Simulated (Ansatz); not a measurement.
`CN[SiH2]OC` + acetic acid → `CO[SiH2]OC(C)=O` + CH₃NH₂  (ligand exchange at the Si–N bond)

Program: Ansatz. Geometries: PBE0-D4/def2-TZVP. ΔE: electronic, gas phase. CCSD(T)/CBS is the MP2 limit (def2-TZVPP, def2-QZVPP) plus CCSD(T) − MP2 in def2-TZVPP, frozen cores. Functionals use def2-TZVPP. One conformer a species, not always the lowest.

```tsv
level	ΔE (kJ/mol)
PBE-D4	-22.6
PBE0-D4	-25.4
B2PLYP	-31.4
MP2/CBS(def2)	-30.9
```

Problem. What does CCSD(T)/CBS give? (Best estimate.)

Solution. Computed: -32.4 kJ/mol. The listed levels differ from it by 9.8, 7.0, 1.0, 1.5 kJ/mol.

Largest T1 diagnostic among the species: 0.015.

In def2-TZVPP, CCSD(T) changes the Hartree–Fock value by +7.2 kJ/mol (the triples alone add +0.7 kJ/mol) and MP2 by +8.7 kJ/mol.

CCSD(T)/CBS has its own doubt, a few kJ/mol and more with outer-core shells, so smaller differences from it don't rank the levels.
